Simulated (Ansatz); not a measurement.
Clean, relaxed (001) surface of C, space group Fmmm (No. 69) (top face towards +c; atoms held fixed, by place in the list: 1, 2, 3, 4):

```
CELL_PARAMETERS angstrom
2.46554 0.00000 0.00000
-1.23277 2.13415 0.00000
0.00000 0.00000 30.59797
ATOMIC_POSITIONS crystal
C 0.08331 0.16662 0.27780
C 0.41669 0.83338 0.27780
C 0.58331 0.16662 0.38890
C 0.91669 0.83338 0.38890
C 0.08331 0.16662 0.50000
C 0.41669 0.83338 0.50000
C 0.58331 0.16662 0.61110
C 0.91669 0.83338 0.61110
C 0.08331 0.16662 0.72220
C 0.41669 0.83338 0.72220
```

Method: DFT PBE+D3(BJ), scalar-relativistic, plane waves, PAW in Ansatz. Plane waves to 420 eV, a k mesh through Γ of 12×12×1 on the computed 10-atom cell and Gaussian smearing (0.10 eV); no spin polarisation. A dipole correction removes the field between periodic images along c.

CH is adsorbed on the top face, one adsorbate per 5.3 Å², and relaxed from 2 starting sites (fractions of a and b). E_ads counts from the clean slab and the free adsorbate (spin-polarised where it has unpaired electrons); negative means bound. Heights count from the highest slab atom after relaxation. Δφ is the top face's. Δp counts per cell along +c. Bonded neighbours lie within 1.25 times the sum of covalent radii (1.35 for H) and, on that scale, within 12 % of the closest. With the adsorbate the cell is lengthened along c to keep the vacuum.

| start | ends at | E_ads (eV) | height (Å) | shortest contact | Δφ (eV) | Δp (e·Å) | whole? |
| --- | --- | --- | --- | --- | --- | --- | --- |
| top (C) at (0.42, 0.83) | (0.61, 0.23), 0 bonded neighbours, largest slab move 0.7 Å | -2.33 | 3.12 | C–C 3.42 Å | -0.12 | +0.004 | yes |
| hollow (C-C) at (0.75, 0.50) | (0.75, 0.50), 0 bonded neighbours | -2.32 | 3.11 | C–C 3.42 Å | -0.12 | +0.004 | yes |

Among the sites tried, the lowest end comes from the top (C) at (0.42, 0.83) start; the hollow (C-C) at (0.75, 0.50) start ended within 0.02 eV of it, though not always at the same place; other sites may lie lower.

Each end is the local minimum or symmetric point that its start leads to.

The adsorbed runs have no spin polarisation, so weakly bound open-shell ends lie too high.

An atom lies near a switch of its D3 coefficient C6 between reference coordination numbers, so the dispersion energy changes steeply there and can make or shift the minimum.

The reference crystal is a form of C, which isn't its usual structure.